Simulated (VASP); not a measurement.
Set up this calculation in VASP 6.6.1, as the native input.

```yaml
Task: single point
Functional: PBE
Potentials_or_basis: VASP PAW PBE potentials, release 64 (Ca_sv)
Cutoff: 600 eV
k_mesh: 5 × 5 × 1
Occupations: fermi-dirac, width 0.05 eV
Spin: no spin polarisation
Dipole_correction: yes
Further_INCAR_settings: ALGO = Normal; EDIFF = 1e-06; NBANDS = 33
```

The structure of Ca lies in POSCAR:

```
Ca
1.0
    4.1929749200      0.0000000000      0.0000000000
    0.0000000000      4.2034636200      0.0000000000
    0.0000000000      0.0000000000     24.7814098400
Ca
5
Direct
    0.0000000000      0.0000000000      0.3026462194
    0.5000000000      0.5000000000      0.4013231097
    0.0000000000      0.0000000000      0.5000000000
    0.5000000000      0.5000000000      0.5986768903
    0.0000000000      0.0000000000      0.6973537806
```

The slab is cut from a database's or a generator's crystal, which needn't be the stable form of the element.

One way to write it, as run:

INCAR

```
SYSTEM = Ca
PREC     = Accurate       ! precision mode
ENCUT    = 600            ! plane-wave cutoff, eV
EDIFF    = 1E-6           ! SCF threshold, eV
ISMEAR   = -1             ! smearing method
SIGMA    = 0.05           ! smearing width, eV
LREAL    = .False.        ! projectors in reciprocal space
LASPH    = .True.         ! aspherical terms in the spheres
NELM     = 100            ! most SCF steps
ALGO     = Normal         ! electronic algorithm
ISIF     = 2              ! what is computed and relaxed
LWAVE    = .False.        ! write WAVECAR
LCHARG   = .False.        ! write CHGCAR
LDIPOL   = .True.       
IDIPOL   = 3            
DIPOL    = 0.5 0.5 0.500
GGA      = PE             ! functional
NBANDS   = 33             ! bands
```

KPOINTS

```
Automatic mesh
0
Gamma
  5 5 1
  0 0 0
```

Potentials or basis: VASP PAW PBE potentials, release 64 (Ca_sv).

Launch:

```bash
$ cat potpaw_PBE.64/Ca_sv/POTCAR > POTCAR
$ mpirun -np 1 vasp_std > vasp.out
```

It gave:

```json
{
  "Largest force": "0.010 eV/Å",
  "Band gap on the k mesh": "none (metal or under the smearing width)"
}
```

Run time: 3 min on 1 thread of Intel(R) Xeon(R) Platinum 8488C (Sapphire Rapids), on a shared host, peak memory 0.57 GiB.
